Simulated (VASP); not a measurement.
Crystal: BaHfO3.

```
CELL_PARAMETERS angstrom
4.15354 0.00000 0.00000
0.00000 4.15354 0.00000
0.00000 0.00000 4.15354
ATOMIC_POSITIONS crystal
Ba 0.50000 0.50000 0.50000
Hf 0.00000 0.00000 0.00000
O 0.00000 0.50000 0.00000
O 0.50000 0.00000 0.00000
O 0.00000 0.00000 0.50000
```

The cell comes from a database or a generator and needn't be the stable form of this composition.

Base run:

| Item | Value |
| --- | --- |
| Program | VASP 6.6.1 |
| Functional | PBEsol |
| Potentials or basis | VASP PAW PBE potentials, release 64 (Ba_sv, Hf_pv, O) |
| Cutoff | 700 eV |
| k mesh | 6 × 6 × 6 |
| Occupations | gaussian, width 0.02 eV |
| Spin | no spin polarisation |

Its results: band gap on the k mesh 3.51 eV, indirect (least direct gap 3.70 eV); pressure 0.0 GPa.

The run is repeated on the same cell with these changes: functional from PBEsol to r2SCAN; cutoff from 700 eV to 520 eV. What comes out?

Band gap on the k mesh 4.15 eV, indirect (least direct gap 4.37 eV); pressure 2.3 GPa.

r2SCAN gives the wider gap, since meta-GGAs in the generalised Kohn-Sham scheme recover part of the derivative discontinuity.

Caveats: the PAW data sets were made with another functional, which shifts forces and pressure a little; spin-orbit coupling is left out, which moves the levels of the heavy elements.

A k mesh can miss the band edges.
